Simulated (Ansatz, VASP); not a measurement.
**Na in VASP and in Ansatz**

```
CELL_PARAMETERS angstrom
3.69166 0.00000 0.00000
-1.84583 3.19707 0.00000
0.00000 0.00000 6.15400
ATOMIC_POSITIONS crystal
Na 0.33333 0.66667 0.25000
Na 0.66667 0.33333 0.75000
```

Change from the starting cell: equal xx and yy strain of -2 %, crystal datasets.

Alike in both runs: task electric field gradients; functional PBEsol; k mesh 13 × 13 × 7; occupations fermi-dirac, width 0.05 eV; no spin polarisation.

|  | VASP | Ansatz |
| --- | --- | --- |
| version | VASP 6.6.1 | Ansatz 0.2.0 |
| potentials or method | VASP PAW PBE potentials, release 64 (Na_pv), cutoff 520 eV | all-electron PAW with datasets made for the crystal, scalar-relativistic |

```tsv
	VASP	Ansatz	Ansatz less VASP
pressure (GPa)	0.0	0.0	0.00
largest component of the traceless stress (GPa)	0.06	0.06	+0.002
Vzz of the field gradient on the site that differs most (V/Å²)	-0.5	-0.5	+0.01
```

Ansatz ran all-electron here, so the differences hold the error of VASP's frozen core and of both bases.

Caveats: the PAW data sets were made with another functional, which shifts forces and pressure a little (VASP).
